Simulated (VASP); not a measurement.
# Ni (Im-3m) in VASP: a series of runs, part 2 of 2

VASP 6.6.1. Earlier steps stand in the parts before.

## Step 3: Single point, PBE, collinear spin, typed start

INCAR reads:

```
SYSTEM = Ni
PREC = Accurate
ENCUT = 520
EDIFF = 1E-7
ISMEAR = 0
SIGMA = 0.15
LREAL = .FALSE.
LASPH = .TRUE.
NELM = 150
ALGO = Normal
ISIF = 2
LWAVE = .FALSE.
LCHARG = .FALSE.
ISPIN = 2
MAGMOM = 0.59
LORBIT = 11
LMAXMIX = 4
GGA = PE
NBANDS = 15
```

KPOINTS reads:

```
regular mesh
0
G
  24 24 24
  0 0 0
```

POSCAR reads:

```
Ni
1.0
   -1.3837154700      1.3837154700      1.3837154700
    1.3837154700     -1.3837154700      1.3837154700
    1.3837154700      1.3837154700     -1.3837154700
Ni
1
Direct
    0.0000000000      0.0000000000      0.0000000000
```

Potentials or basis: VASP PAW PBE potentials, release 64 (Ni).

Run with:

```sh
cat potpaw_PBE.64/Ni/POTCAR > POTCAR
mpirun -np 1 vasp_std > vasp.out
```

OUTCAR:

```text
SYSTEM = Ni
   PREC = Accurate
   ENCUT = 520
   EDIFF = 1E-7
   ISMEAR = 0
   LREAL = .FALSE.
   LASPH = .TRUE.
   NELM = 150
   ISIF = 2
   ISPIN = 2
   LORBIT = 11
   GGA = PE

 ion  position               nearest neighbor table
   1  0.000  0.000  0.000-

  LATTYP: Found a body centered cubic cell.
 ALAT       =     2.7674309400

  Lattice vectors:

 A1 = (  -1.3837154700,   1.3837154700,   1.3837154700)
 A2 = (   1.3837154700,  -1.3837154700,   1.3837154700)
 A3 = (   1.3837154700,   1.3837154700,  -1.3837154700)

Analysis of symmetry for initial positions (statically):
=====================================================================
 Subroutine PRICEL returns:
 Original cell was already a primitive cell.

 Routine SETGRP: Setting up the symmetry group for a
 body centered cubic supercell.

 Subroutine GETGRP returns: Found 48 space group operations
 (whereof 48 operations were pure point group operations)
 out of a pool of 48 trial point group operations.

The static configuration has the point symmetry O_h .

Analysis of symmetry for dynamics (positions and initial velocities):
=====================================================================
 Subroutine PRICEL returns:
 Original cell was already a primitive cell.

 Routine SETGRP: Setting up the symmetry group for a
 body centered cubic supercell.

 Subroutine GETGRP returns: Found 48 space group operations
 (whereof 48 operations were pure point group operations)
 out of a pool of 48 trial point group operations.

The dynamic configuration has the point symmetry O_h .

Analysis of structural, dynamic, and magnetic symmetry:
=====================================================================
 Subroutine PRICEL returns:
 Original cell was already a primitive cell.

 Routine SETGRP: Setting up the symmetry group for a
 body centered cubic supercell.

 Subroutine GETGRP returns: Found 48 space group operations
 (whereof 48 operations were pure point group operations)
 out of a pool of 48 trial point group operations.

The overall configuration has the point symmetry O_h .

 Subroutine INISYM returns: Found 48 space group operations
[... 156 lines left out ...]
      1       0.5549      1.00000
      2       7.2856      1.00000
      3       7.2856      1.00000
      4       7.2856      1.00000
      5       8.7457      1.00000
      6       8.7457      1.00000
      7      36.3540      0.00000
      8      36.3540      0.00000
      9      36.3540      0.00000
     10      41.4342      0.00000
     11      41.4342      0.00000
     12      42.6825      0.00000
     13      42.6825      0.00000
     14      42.6825      0.00000
[... 403 lines left out ...]
      4       8.7729      1.00000
      5       9.3092      0.99793
      6      10.2622      0.00000
      7      16.4567      0.00000
      8      28.5549      0.00000
      9      29.7890      0.00000
     10      34.2800      0.00000
     11      37.9443      0.00000
     12      45.6849      0.00000
     13      50.1623      0.00000
     14      51.8521      0.00000
     15      55.0299      0.00000

 [... further k-points ...]

 spin component 2

 k-point     1 :       0.0000    0.0000    0.0000
  band No.  band energies     occupation
      1       0.5439      1.00000
      2       7.9212      1.00000
      3       7.9212      1.00000
      4       7.9212      1.00000
      5       9.2021      0.99995
      6       9.2022      0.99995
      7      36.2620      0.00000
      8      36.2620      0.00000
      9      36.2620      0.00000
     10      41.3654      0.00000
     11      41.3654      0.00000
     12      42.8567      0.00000
     13      42.8567      0.00000
     14      42.8567      0.00000
[... 403 lines left out ...]
      4       9.2043      0.99994
      5       9.7306      0.13434
      6      10.6436      0.00000
      7      16.7770      0.00000
      8      28.5292      0.00000
      9      29.8739      0.00000
     10      34.3858      0.00000
     11      38.0302      0.00000
     12      45.6578      0.00000
     13      50.2173      0.00000
     14      51.8947      0.00000
     15      56.0189      0.00000

 [... further k-points ...]
[... 5 lines left out ...]
  --------------------------------------------------------------------------------------
  -------------------------------------------------------------------------------------
  Total        0.4815551      0.4815551      0.4815551      0.0000000      0.0000000     -0.0000000
  in kB       72.8041553     72.8041553     72.8041553      0.0000000      0.0000000     -0.0000000
  external PRESSURE =      72.8041553 kB  Pullay stress =       0.0000000 kB

 VOLUME and BASIS-vectors are now :
 -----------------------------------------------------------------------------
  energy-cutoff  :      520.00
  volume of cell :       10.60
      direct lattice vectors                 reciprocal lattice vectors
    -1.383715470  1.383715470  1.383715470     0.000000000  0.361345964  0.361345964
     1.383715470 -1.383715470  1.383715470     0.361345964  0.000000000  0.361345964
     1.383715470  1.383715470 -1.383715470     0.361345964  0.361345964  0.000000000

 POSITION                                       TOTAL-FORCE (eV/Angst)
 -----------------------------------------------------------------------------------
      0.00000      0.00000      0.00000        -0.000000      0.000000      0.000000
 -----------------------------------------------------------------------------------
    total drift:                                0.000000     -0.000000      0.000000

  FREE ENERGIE OF THE ION-ELECTRON SYSTEM (eV)
  ---------------------------------------------------
  free  energy   TOTEN  =        -5.3765267677 eV

  energy  without entropy=       -5.3590824078  energy(sigma->0) =       -5.36780459

 total charge

# of ion       s       p       d       tot
------------------------------------------
    1        0.502   0.512   8.348   9.362

 magnetization (x)

# of ion       s       p       d       tot
------------------------------------------
    1       -0.004  -0.016   0.549   0.529
```

OSZICAR:

```text
N       E                     dE             d eps       ncg     rms          rms(c)
DAV:   1     0.335506556600E+02    0.33551E+02   -0.41962E+03 26369   0.865E+02
DAV:   2    -0.489866311171E+01   -0.38449E+02   -0.35779E+02 28245   0.164E+02
DAV:   3    -0.634345267830E+01   -0.14448E+01   -0.14256E+01 30310   0.310E+01
DAV:   4    -0.635184011523E+01   -0.83874E-02   -0.83858E-02 30510   0.226E+00
DAV:   5    -0.635193332776E+01   -0.93213E-04   -0.93210E-04 30945   0.213E-01    0.983E+00
DAV:   6    -0.565849292961E+01    0.69344E+00   -0.11734E+01 35735   0.376E+01    0.541E+00
DAV:   7    -0.539368976431E+01    0.26480E+00   -0.19635E+00 33337   0.139E+01    0.202E+00
DAV:   8    -0.537819289978E+01    0.15497E-01   -0.31837E-02 34024   0.122E+00    0.839E-01
DAV:   9    -0.537683369360E+01    0.13592E-02   -0.12648E-03 38396   0.224E-01    0.240E-01
DAV:  10    -0.537652466713E+01    0.30903E-03   -0.39429E-04 39932   0.113E-01    0.372E-02
DAV:  11    -0.537652644662E+01   -0.17795E-05   -0.19072E-05 31315   0.380E-02    0.128E-02
DAV:  12    -0.537652680860E+01   -0.36198E-06   -0.26476E-06 36400   0.114E-02    0.494E-03
DAV:  13    -0.537652676771E+01    0.40887E-07   -0.17172E-07 29499   0.279E-03
   1 F= -.53765268E+01 E0= -.53678046E+01  d E =-.174444E-01  mag=     0.5232
```

stdout:

```text
POSCAR found type information on POSCAR Ni
 POSCAR found :  1 types and       1 ions
 scaLAPACK will be used
 LDA part: xc-table for (Slater+PW92), standard interpolation
 POSCAR, INCAR and KPOINTS ok, starting setup
 FFT: planning ... GRIDC
 FFT: planning ... GRID_SOFT
 FFT: planning ... GRID
 WAVECAR not read
 entering main loop
```

Run time: 1.7 min. Hardware: 1 thread of AMD EPYC 7R13 (Zen 3), shared host; peak memory 0.18 GiB.

What came out:

| Property | Result |
| --- | --- |
| Free energy | -5.3765 eV |
| Pressure | 7.3 GPa |
| Band gap on the k mesh | none (metal or under the smearing width) |
| Net moment | 0.52 μB per cell |
| Site moments | Ni +0.53 μB |
| Valence electrons inside the program's atomic spheres | Ni 9.36 |
